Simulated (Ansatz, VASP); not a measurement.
## Si: VASP beside Ansatz

```
Si
1.0
    -3.28050    3.28050    1.89640
     3.28050   -3.28050    1.89640
     3.28050    3.28050   -1.89640
Si
4
Direct
  0.82120 0.17880 0.00000
  0.17880 0.82120 0.00000
  0.82120 0.82120 0.64240
  0.17880 0.17880 0.35760
```

Change from the starting cell: volume scaled by 0.96.

Alike in both runs: task single point; functional PBE; k mesh 8 × 8 × 8; occupations fermi-dirac, width 0.05 eV; no spin polarisation.

|  | VASP | Ansatz |
| --- | --- | --- |
| version | VASP 6.6.1 | Ansatz 0.2.0 |
| potentials or method | VASP PAW PBE potentials, release 64 (Si), cutoff 520 eV | all-electron LAPW, scalar-relativistic |

VASP gave:

- gap on the k mesh at the Fermi level (eV): 0.20
- least direct gap on the mesh (eV): 0.34
- pressure (GPa): 5.2
- largest component of the traceless stress (GPa): 0.12
- rms of the force components (eV/Å): 0.030

Problem. Which values does Ansatz return?

Solution. gap on the k mesh at the Fermi level (eV): 0.20; least direct gap on the mesh (eV): 0.34; pressure (GPa): 5.2; largest component of the traceless stress (GPa): 0.14; rms of the force components (eV/Å): 0.030.

Atom by atom the forces differ by 0.000 eV/Å (rms over components). Ansatz ran all-electron here, so the differences hold the error of VASP's frozen core and of both bases.
